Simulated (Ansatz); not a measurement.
Run record: effective masses from band slopes of ZrS2 (P-3m1)

Level of theory: PBEsol, all-electron LAPW in Ansatz 0.2.0, with spin-orbit coupling.

The cell comes from a PAW relaxation under the same functional.

The structure is one entry of a database and needn't be the stable phase.

The run reads the converged density of an earlier one (folder ck) and solves the listed points alone.

Command:

```sh
ansatz run input.yaml --threads 2 --pin off --max-ram 6144MiB --backend cpu --events-out ev --progress --plain --runs-dir out
```

input.yaml:

```yaml
crystal:
  lattice:
    - [3.6271957992, 0.0, 0.0]
    - [-1.8135978996, 3.14124370661, 0.0]
    - [0.0, 0.0, 5.88520172334]
  atoms:
    - { symbol: Zr, position: [0.0, 0.0, 0.0] }
    - { symbol: S, position: [0.666666666667, 0.333333333333, 0.753060962175] }
    - { symbol: S, position: [0.333333333333, 0.666666666667, 0.246939037825] }
kpoints:
  mp_grid: { grid: [6, 6, 4] }
scf:
  occupations: { method: fixed }
hamiltonian:
  xc: pbesol
  pseudopotentials: { kind: all_electron, lapw: { basis_error: 0.001 } }
magnetization:
  noncollinear: true
  spin_orbit: true
output:
  eigenstates:
    kpoints:
      - [0.0, -0.5, -0.5]
      - [0.002886431, -0.501443215, -0.5]
      - [0.005772861, -0.502886431, -0.5]
      - [0.011545723, -0.505772861, -0.5]
      - [0.0, -0.497500278, -0.5]
      - [0.0, -0.495000555, -0.5]
      - [0.0, -0.490001111, -0.5]
      - [0.0, -0.5, -0.495316705]
      - [0.0, -0.5, -0.490633411]
      - [0.0, -0.5, -0.481266821]
      - [0.002041015, -0.499252937, -0.5]
      - [0.004082029, -0.498505874, -0.5]
      # ... 50 further points ...
      - [0.0, 0.007070282, 0.013246358]
      - [0.001666482, 0.000609975, 0.002703901]
      - [0.003332963, 0.001219949, 0.005407803]
      - [0.006665926, 0.002439898, 0.010815606]
    de_dk: true
    e_range: [-3, 3.758657818676]
checkpoint:
  read: ck
  post_process_only: true
```

Output:

```
Warning: RAYON_NUM_THREADS=2 ignored (pool sized by the plan → 2); use --threads N
LAPW: plane waves up to 7.669 Å⁻¹, error target 1.0e-3 eV per atom; Dirac's equation on spinors; S in spheres of 1.150 Å, 14 of its electrons in bands; Zr in spheres of 1.399 Å, 28 of its electrons in bands (how accurate: ...
Engine: ansatz 0.2.0, aarch64-unknown-linux-gnu
Pseudopotentials: kind: all_electron
Pseudopotential: Zr, LAPW, valence charge 28, lapw/all_electron/dirac/gaussian/Zr, Dirac's equation, gaussian nucleus
Pseudopotential: S, LAPW, valence charge 14, lapw/all_electron/dirac/gaussian/S, Dirac's equation, gaussian nucleus
Functional definition: PBEsol
  exchange = pbesol_x
  correlation = pbesol_c
non-collinear run that drives no moment, with spin-orbit: no starting moment large enough to seed its density (crystal.atoms[].spin), no starting occupations that ask for one, no magnetisation constraint and no magnetic field, so ...
Crystal: 3 atoms, lattice volume = 67.055 Å³
Basis set: ecut = 224.08731581540565 eV, 537 PW (Γ), exchange–correlation at level 2
Bands: 68, of which v1, the nominal top of the filled ones, is band 56 counted from 1 (55 counted from 0)
Symmetry: 12 space group operations + 12 with time reversal
Magnetic group: BNS 164.86 (UNI 1316), of the structure as read, at distance tolerance 4.1e-5 Å
k-points: 24 of 144
Non-local potential: Zr, projectors of the file, none
Non-local potential: S, projectors of the file, none
Initial density: read from a saved state, or passed on in memory by an earlier SCF of this step, an earlier step, the calling program or the single point that the run made first
Stability of the state it starts from, as read at its close in the noncollinear treatment: not read negative (Ritz values of 1 − χ₀K, real part plus size of imaginary part, from 0.94 to 0.98, by its mixing steps under the ...
Initial wavefunctions: plane waves of lowest kinetic energy (no species holds an atomic orbital)
Functional: x = pbesol(κ = 0.804, μ = 0.12345679012345678), c = pbesol(β = 0.046)
NSCF: frozen V_eff on 24 k-points
the basis was enlarged: its passes take 1.1 MiB over the memory plan, 2 of 2 planned eigensolver slots
SCF 1: post-processed at a frozen density
NSCF: frozen V_eff on 66 k-points
post-processed at a frozen density (a non-self-consistent diagonalisation pass)
Frozen density: held to its close (this run's Kohn–Sham map moves it by 0.754 times the closing residual that it is held to, a close tighter than 2.5e-8 e/Å³ being held as that figure; up to 4 times is held)
Magnetization: |M| = 0.0000 μB,  M = (+0.0000, +0.0000, +0.0000) μB
Absolute magnetization: 0.0000 μB (∫|m|)
  site 0: m = (+0.0000, +0.0000, +0.0000) μB, |m| = 0.0000 μB  (R = 1.40 Å)
  site 1: m = (+0.0000, +0.0000, +0.0000) μB, |m| = 0.0000 μB  (R = 1.15 Å)
  site 2: m = (+0.0000, +0.0000, +0.0000) μB, |m| = 0.0000 μB  (R = 1.15 Å)
Free energy (F): -119579.340340 eV
Harris-Foulkes:  -119579.340340 eV  (|F-HF|=1.02e-10)
Internal energy: -119579.340340 eV  (E = F + TS)
E sigma→0 (E₀):  -119579.340340 eV
Fermi energy:    8.329798 eV
--- Per-component energies (eV) ---
  E_band       = -6034.230239
  E_kinetic    = 122928.727044
  E_xc         = -4416.466351
  E_electrostatic = -238091.601032  (all electrons and nuclei)
  E_smearing   = -0.000000  (= −TS)
  E_closure    = 0.000000  (closes the sum)
  Σ components = -119579.340340   (vs F -119579.340340, Δ=0.00e0)
```

The pass finished at the stored density.

Head of eigenstates.tsv:

```
# spin	ik	k_frac_1	k_frac_2	k_frac_3	k_cart_x_inv_ang	k_cart_y_inv_ang	k_cart_z_inv_ang	n_plane_waves	band	set	set_size	e_ev	residual_ev	de_dk_x_ev_times_ang	de_dk_y_ev_t
# format = ansatz-eigenstates/6
# source = listed_points
# n_kpoints = 66
# n_rows = 1012
# density_source = read
# density_dr2_ev = 4.390045732577662e-13
# fermi_ev = 8.329798115248742e0
# fermi_mp_grid = 6 6 4
# fermi_mp_shift = 0 0 0
# fermi_n_kpoints = 24
# fermi_n_bands = 68
# fermi_largest_filled_residual_ev = 2.5342089477583033e-5
# vbm_ev = 8.329798115248742e0
# cbm_ev = 9.088455933924617e0
# band_edge_residuals_ev = 2.562878959458551e-6 1.8652319556254507e-6
# n_electrons = 5.6e1
# occupation_method = fixed
# xc_rung = gga
# e_minus_fermi_range_ev = -3e0 3.758657818676e0
# overlap = augmented
# smooth_dims = 18 18 30
# scf_smooth_dims = 18 18 30
# fft_grid_basis = 1 0 0 0 1 0 0 0 1
# n_bands_solved = 76
# n_bands_printed_max = 68
# set_resolution_ev = 7.145513246314528e-6
# degenerate_levels = group_imposed
```

### Masses along directions

Band extrema of a crystal from Kohn-Sham levels and slopes, searched on the fine mesh and refined; masses in electron masses from slopes a step away, negative for holes; Cartesian axes as in the input; branches counted from each extremum; the finite step makes the lightest masses up to 3 per cent heavy, pairs averaged.

* Fine mesh: 8, 8, 4

```
      side  point  k a (r.l.u.)  k b (r.l.u.)  k c (r.l.u.)  direction  number  level from its edge (eV)  band mass (mₑ)
conduction      L             0          -0.5          -0.5          x       1                         0          0.2759
conduction      L             0          -0.5          -0.5          y       1                         0           1.174
conduction      L             0          -0.5          -0.5          z       1                         0           1.084
conduction      L             0          -0.5          -0.5        x+y       1                         0          0.4466
conduction      L             0          -0.5          -0.5        x+z       1                         0          0.4398
conduction      L             0          -0.5          -0.5        y+z       1                         0           2.489
conduction      L             0          -0.5          -0.5      x+y+z       1                         0           0.677
conduction      A             0             0          -0.5          x       1                     0.714          0.4527
conduction      A             0             0          -0.5          x       2                     0.716          0.4645
conduction      A             0             0          -0.5          y       1                     0.714          0.4527
conduction      A             0             0          -0.5          y       2                     0.716          0.4645
conduction      A             0             0          -0.5          z       1                     0.714           11.77
conduction      A             0             0          -0.5          z       2                     0.716           11.25
conduction      A             0             0          -0.5        x+y       1                     0.714          0.4527
conduction      A             0             0          -0.5        x+y       2                     0.716          0.4645
conduction      A             0             0          -0.5        x+z       1                     0.714          0.8636
conduction      A             0             0          -0.5        x+z       2                     0.716          0.9001
conduction      A             0             0          -0.5        y+z       1                     0.714          0.8688
conduction      A             0             0          -0.5        y+z       2                     0.716          0.8945
conduction      A             0             0          -0.5      x+y+z       1                     0.714          0.6596
conduction      A             0             0          -0.5      x+y+z       2                     0.716          0.6892
   valence  Gamma             0             0             0          x       1                         0          -2.617
   valence  Gamma             0             0             0          x       2                    -0.034         -0.2304
   valence  Gamma             0             0             0          x       3                    -0.147         -0.2993
   valence  Gamma             0             0             0          y       1                         0          -2.617
   valence  Gamma             0             0             0          y       2                    -0.034         -0.2304
   valence  Gamma             0             0             0          y       3                    -0.147         -0.2993
   valence  Gamma             0             0             0          z       1                         0         -0.2602
   valence  Gamma             0             0             0          z       2                    -0.034          -2.949
   valence  Gamma             0             0             0          z       3                    -0.147         -0.9911
   valence  Gamma             0             0             0        x+y       1                         0          -2.617
   valence  Gamma             0             0             0        x+y       2                    -0.034         -0.2304
   valence  Gamma             0             0             0        x+y       3                    -0.147         -0.2993
   valence  Gamma             0             0             0        x+z       1                         0         -0.4728
   valence  Gamma             0             0             0        x+z       2                    -0.034         -0.4272
   valence  Gamma             0             0             0        x+z       3                    -0.147         -0.4606
   valence  Gamma             0             0             0        y+z       1                         0         -0.4728
   valence  Gamma             0             0             0        y+z       2                    -0.034         -0.4272
   valence  Gamma             0             0             0        y+z       3                    -0.147         -0.4604
   valence  Gamma             0             0             0      x+y+z       1                         0         -0.6502
   valence  Gamma             0             0             0      x+y+z       2                    -0.034         -0.3324
   valence  Gamma             0             0             0      x+y+z       3                    -0.147         -0.3906
```

**Band extrema**

Principal masses of single bands.

```json
{
  "Fine mesh": "8, 8, 4",
  "Band gap": "0.7587 eV",
  "Least direct gap on mesh": "1.508 eV"
}
```

| side | point | k a (r.l.u.) | k b (r.l.u.) | k c (r.l.u.) | valleys | level (eV over the valence top) | mass light (mₑ) | mass middle (mₑ) | mass heavy (mₑ) |
| --- | --- | --- | --- | --- | --- | --- | --- | --- | --- |
| conduction | L | 0 | -0.5 | -0.5 | 3 | 0.759 | 0.2759 | 0.7282 | 2.497 |
| conduction | A | 0 | 0 | -0.5 | 1 | 1.473 | 0.4527 | 0.4527 | 11.77 |
| valence | Gamma | 0 | 0 | 0 | 1 | 0 | -0.2602 | -2.617 | -2.617 |

Known limits: semilocal gaps are low, and what follows the gap (onsets, screening, light masses) shifts with it; no dispersion correction, so the spacing and stiffness between layers or molecules are poor.

Cost: 58 s on 2 threads of Arm Neoverse V2, with other jobs on the host, peak memory 0.58 GiB.
